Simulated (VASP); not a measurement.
## NaI in VASP 6.6.1, single-point calculation

INCAR

```
ISIF = 2
ENCUT = 520
LCHARG = .FALSE.
LREAL = Auto
SIGMA = 0.02
EDIFF = 1E-7
NSW = 0
LWAVE = .FALSE.
GGA = PE
PREC = Medium
LASPH = .TRUE.
ISMEAR = -1
NELM = 120
IBRION = -1
NBANDS = 14
```

KPOINTS

```
KPOINTS created by Atomic Simulation Environment
0
Gamma
6 6 6
0 0 0
```

POSCAR

```
Na I
 1.0000000000000000
     0.0000000000000000    3.5431916337822096    3.5431916337822096
     3.5431916337822096    0.0000000000000000    3.5431916337822096
     3.5431916337822096    3.5431916337822096    0.0000000000000000
 Na  I
   1   1
Cartesian
 -0.0000000000000000  0.0000000000000000 -0.0000000000000000
  1.7715958168911048  1.7715958168911048  1.7715958168911048
```

The recommended PBE PAW datasets give the neutral cell 14 valence electrons.

Command

```
mpirun -np 1 vasp_std
```

Predict the outcome of this run.

It converged. Results: gap between bands v and c on the k mesh 3.82 eV; least direct gap on the k mesh 3.82 eV; pressure 0.5 GPa. Band v is the last that the valence electrons fill when counted band by band, and c is the next.

OSZICAR

```
N       E                     dE             d eps       ncg     rms          rms(c)
DAV:   1     0.826786747014E+02    0.82679E+02   -0.63582E+03   448   0.839E+02
DAV:   2     0.189492570966E+01   -0.80784E+02   -0.73996E+02   502   0.202E+02
DAV:   3    -0.519916040714E+01   -0.70941E+01   -0.70574E+01   580   0.605E+01
DAV:   4    -0.538714956111E+01   -0.18799E+00   -0.18796E+00   590   0.103E+01
DAV:   5    -0.539021672266E+01   -0.30672E-02   -0.30671E-02   624   0.124E+00    0.164E+00
DAV:   6    -0.529233240133E+01    0.97884E-01   -0.13109E-01   520   0.169E+00    0.113E+00
DAV:   7    -0.528413225228E+01    0.82001E-02   -0.10446E-01   532   0.138E+00    0.706E-01
DAV:   8    -0.529334381944E+01   -0.92116E-02   -0.10042E-02   490   0.652E-01    0.210E-01
DAV:   9    -0.529317876863E+01    0.16505E-03   -0.22294E-04   568   0.133E-01    0.668E-02
DAV:  10    -0.529354370638E+01   -0.36494E-03   -0.43479E-04   484   0.127E-01    0.187E-02
DAV:  11    -0.529356117325E+01   -0.17467E-04   -0.43748E-05   580   0.522E-02    0.515E-03
DAV:  12    -0.529356349294E+01   -0.23197E-05   -0.38668E-06   544   0.110E-02    0.295E-03
DAV:  13    -0.529356405033E+01   -0.55739E-06   -0.59582E-07   568   0.436E-03    0.774E-04
DAV:  14    -0.529356403297E+01    0.17361E-07   -0.29850E-08   566   0.127E-03
   1 F= -.52935640E+01 E0= -.52935640E+01  d E =-.199766E-10
```

For comparison, a separate PBE run of the intended cell, on usual settings and not on those above, gives a gap of 3.82 eV on its mesh and a pressure of 0.4 GPa.
